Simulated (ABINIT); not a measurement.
Planning a run of ABINIT 10.8.3 on GaN (P6_3mc). The input:

```
acell 3*1.0 Angstrom
rprim 
  3.179999999980 0.000000000005 0.000000000000
  -1.589999999994 2.753960784015 0.000000000000
  0.000000000000 0.000000000000 5.166000000000
ntypat 2
znucl 31 7
natom 4
typat 1 1 2 2
xred 
  0.333333333333 0.666666666667 0.000000000000
  0.666666666667 0.333333333333 0.500000000000
  0.333333333333 0.666666666667 0.375000000000
  0.666666666667 0.333333333333 0.875000000000
pp_dirpath "pseudos"
pseudos "Ga.upf, N.upf"
ecut 45
ngkpt 6 6 4
nshiftk 1
shiftk 0 0 0
kptopt 1
chksymbreak 0
istwfk *1
occopt 1
irdwfk 1
optdriver 3
nband 81
ecuteps 4.8
inclvkb 2
awtr 1
symchi 1
irdqps 1
gwcalctyp 10
nqptdm 20
qptdm 
  0.1666666667 0.0000000000 0.0000000000
  0.3333333333 0.0000000000 0.0000000000
  0.5000000000 0.0000000000 0.0000000000
  0.1666666667 0.1666666667 0.0000000000
  0.3333333333 0.1666666667 0.0000000000
  0.3333333333 0.3333333333 0.0000000000
  0.0000000000 0.0000000000 0.2500000000
  0.1666666667 0.0000000000 0.2500000000
  0.3333333333 0.0000000000 0.2500000000
  0.5000000000 0.0000000000 0.2500000000
  0.1666666667 0.1666666667 0.2500000000
  0.3333333333 0.1666666667 0.2500000000
  0.3333333333 0.3333333333 0.2500000000
  0.0000000000 0.0000000000 0.5000000000
  0.1666666667 0.0000000000 0.5000000000
  0.3333333333 0.0000000000 0.5000000000
  0.5000000000 0.0000000000 0.5000000000
  0.1666666667 0.1666666667 0.5000000000
  0.3333333333 0.1666666667 0.5000000000
  0.3333333333 0.3333333333 0.5000000000
indata_prefix "in"
outdata_prefix "out"
tmpdata_prefix "tmp"
```

The database entry behind the starting cell differs from later determinations by our own check (about 0.3 % short, ideal inner coordinate), so it need not match the best structure at ambient conditions.

```sh
OMP_NUM_THREADS=1 mpirun -n 4 abinit run.abi > log; mrgscr < mrgscr.stdin
```

Q: How long will it take on 4 MPI ranks of Arm Neoverse V1, shared host, and how much memory?

It took 3.8 min; on shared hardware allow 1.9 min to 7.7 min. Peak host memory was 1.7 GiB.

[Paths, hosts, dates, memory and timing lines, banners, echoed tables and standing remarks are left out of the program output.]

[Logs are printed without paths, hosts, clocks, repeated set-up lines and the standing remarks that a program may print on its own settings, such as how far it seeks lower states.]

[Runs of the session that timed out or met a known fault of the program may be left out.]

[Hosts, paths, dates, database ids (printed as entryN), source tags and the programs' standing remarks are cut or masked in the printed files.]

[G0W0 gaps are taken among the corrected bands and points alone; a level outside them can change the order at an edge.]

[Where Ansatz stands beside ABINIT at settings called matched, ABINIT's density can come from a denser mesh and the files from another edition; pairs whose starting gaps differed by over 0.03 eV were left out, so agreement reads better than it is.]
